Hafnium dioxide separates the gate of a transistor from its silicon channel. Its band gap decides how high the barriers on both sides of the silicon gap can be, so a process engineer may want that gap from a calculation. The answer depends on the density functional, and this problem asks by how much and why. All rows use the same atoms in the same positions, so no change of structure enters.

VASP 6.6.1, plane-wave DFT with PAW potentials for monoclinic HfO2 (P2_1/c, 12 atoms) at one fixed geometry, without spin polarisation or spin-orbit coupling. All runs use a 4 × 4 × 4 k mesh, a plane-wave cutoff of 520 eV and Gaussian smearing of 0.05 eV; gaps are taken between levels at the mesh points.

| functional | potentials | gap on mesh (eV) | direct gap on mesh (eV) |
| --- | --- | --- | --- |
| LDA | VASP-PAW-LDA-potentials,-recommended | ? | ? |
| PBE | VASP-PAW-PBE-potentials,-recommended | 4.113 | 4.202 |
| PBEsol | VASP-PAW-PBE-potentials,-recommended | 4.009 | 4.101 |
| r2SCAN | VASP-PAW-PBE-potentials,-recommended | 4.620 | 4.706 |
| SCAN | VASP-PAW-PBE-potentials,-recommended | 4.542 | 4.630 |
| TB-mBJ | VASP-PAW-PBE-potentials,-recommended | 5.735 | 5.801 |

The gap on the mesh is the distance from the highest filled to the lowest empty level among the sampled points of the Brillouin zone. The direct gap compares the two levels at one and the same point. Band edges between the sampled points are missed, so each functional's true gap may be slightly smaller than its entry.

**(a) The known gaps form three groups. What separates the groups, and what does it mean for the barriers to silicon?**

*Solution.* PBE and PBEsol see only the density and its gradient. Their electrons move in an ordinary local potential, the same for filled and empty states. Theory says that such a potential lacks the jump that the exact one makes when an electron is added, and this jump is part of the true gap. Gaps from these functionals therefore come out too small.

SCAN and r2SCAN also use the kinetic energy density, which is built from the orbitals themselves. Their potential then acts differently on different orbitals and takes in part of the missing jump. In the table this step is worth 0.43 eV for SCAN and 0.51 eV for r2SCAN, counted from PBE. TB-mBJ is a different kind of tool. Its potential is again the same for filled and empty states, but it was designed to open gaps, with parameters adjusted to measured ones, and has no total energy behind it. It adds another 1.1 eV to the r2SCAN value.

The measured gap is roughly 5.5 to 6 eV, a recalled value. PBE falls short of it by well over 1 eV. Spin-orbit coupling and the motion of the atoms are left out here, but they should matter by a few tenths of an electronvolt at most, so most of the shortfall belongs to the functional.

For the transistor, the electron barrier and the hole barrier add up to the oxide gap less the silicon gap. If silicon's measured gap is used throughout, going from PBE to TB-mBJ raises that sum by 1.6 eV. How the rise divides between the two barriers cannot be read from these runs, because their levels share no common zero.

**(b) LDA uses the density alone, without its gradient. Predict its gap and its direct gap, with an error bar.**

*Solution.* LDA also has an ordinary local potential, so it belongs with PBE and PBEsol, far below the meta-GGAs. Its place within that group depends on what the gradient terms do. PBE and PBEsol write them in the same form. For small gradients, exchange is enhanced by the factor $1+\mu s^2$, where $s$ measures how fast the density changes and $\mu$ is about 0.22 in PBE and 0.12 in PBEsol. LDA has $\mu=0$.

In the first limit only this exchange term matters, and the gap changes linearly with $\mu$. PBE and PBEsol then fix a straight line that can be followed down to LDA:

$$
E_\text{LDA}\approx 4.113-(4.113-4.009)\,\frac{0.22}{0.22-0.1235}\approx 3.88\ \text{eV}.
$$

In the second limit the density varies only weakly. Correlation has a gradient term too, and it works against the one in exchange. On the scale of $\mu$ it amounts to 0.22 in PBE, so the two cancel and PBE acts like LDA, which puts the LDA gap at 4.11 eV. In PBEsol the correlation term is the larger of the two, 0.15 against 0.12, so here PBEsol would lie below LDA, by the same 0.10 eV that separates it from PBE.

A real oxide is expected to lie somewhere between these limits, though neither is a strict bound, and the known rows do not say where. The forecast is therefore the midpoint, **3.99 ± 0.12 eV**: below PBE, with the order against PBEsol left open. The bar is half the distance between the limits and not a statistical error. It makes no separate allowance for the change of atomic datasets that comes with LDA.

The direct gap needs one more step. In the four known rows other than TB-mBJ it exceeds the indirect gap by nearly the same amount, so LDA is expected to show that difference as well. TB-mBJ has a smaller difference and is left out because its potential is of another kind. The forecast is a difference of 0.09 ± 0.01 eV, and hence a direct gap of **4.08 ± 0.12 eV**.

**(c) Compare the forecast with the computed values. What does the miss teach?**

The withheld rows as computed:

| functional | potentials | gap on mesh (eV) | direct gap on mesh (eV) |
| --- | --- | --- | --- |
| LDA | VASP-PAW-LDA-potentials,-recommended | 3.925 | 4.017 |

*Solution.* Both gaps lie within their bars, and both forecasts are too high by 0.07 eV. The difference between direct and indirect gap is met to within 0.01 eV. The open question of order is settled as well: LDA lies 0.08 eV below PBEsol, so in these three rows the gap rises with $\mu$. The gradient term of correlation grows in the same order, so the rows cannot credit exchange alone.

The computed gap sits about a fifth of the way from the exchange-only limit to the limit of full cancellation. That is plausible for an oxide, where the density changes steeply around each oxygen ion. In such regions the correlation term levels off sooner than the exchange term, so the cancellation is poor. The numbers do not prove this reading, because the LDA row also uses its own datasets. A run of LDA with the PBE datasets would separate the two effects. The printed output below lists both limits and all the misses.

From LDA to PBE the gap rises by only 0.19 eV, the change of datasets included. Gradient terms reshape the local potential but do not supply the missing jump, which fits with a step from PBE to the meta-GGAs that is more than twice as large. For the sum of the two barriers, little is gained by exchanging one functional of the lower group for another.

A neighbouring series, in which each functional that has a total energy relaxes the cell to its own liking, would mix in a second effect. The stresses of these runs show that PBE would expand this cell, while LDA, PBEsol, SCAN and r2SCAN would shrink it, with the strongest pull in LDA. The gaps would then differ through the volume as well as through the potential, and small steps such as the one between PBE and PBEsol could change in size or even in sign.

Numerical output:

```
Exchange gradient coefficient of PBE: 0.22
Correlation gradient term of PBE on the same scale: 0.2204
Exchange gradient coefficient of PBEsol: 0.1235
Correlation gradient term of PBEsol on the same scale: 0.1513
Gap of PBE less gap of PBEsol (eV): 0.104
LDA gap if only the exchange gradient matters (eV): 3.876
LDA gap if the gradient terms of PBE cancel (eV): 4.113
FORECAST of the LDA gap, midpoint (eV): 3.995
Error bar of the forecast, half the distance of the limits (eV): 0.1185
FORECAST of LDA direct gap less indirect gap, mean of four rows (eV): 0.08875
FORECAST of the LDA direct gap (eV): 4.083
COMPUTED LDA gap (eV): 3.925
Miss of the gap, forecast less computed (eV): 0.0695
COMPUTED LDA direct gap (eV): 4.017
Miss of the direct gap, forecast less computed (eV): 0.06625
COMPUTED LDA direct gap less indirect gap (eV): 0.092
Miss of that difference, forecast less computed (eV): -0.00325
Computed LDA gap less PBEsol gap (eV): -0.084
Place of LDA between the limits (0 exchange alone, 1 cancellation): 0.2067
Gap of r2SCAN less gap of SCAN (eV): 0.078
Gap of TB-mBJ less gap of r2SCAN (eV): 1.115
Gap of PBE as percentage of gap of TB-mBJ: 71.72
Gaps against PBE:
     row  gap less PBE gap (eV)  direct less indirect (eV)
     LDA                 -0.188                      0.092
     PBE                      0                      0.089
  PBEsol                 -0.104                      0.092
  r2SCAN                  0.507                      0.086
    SCAN                  0.429                      0.088
  TB-mBJ                  1.622                      0.066
```
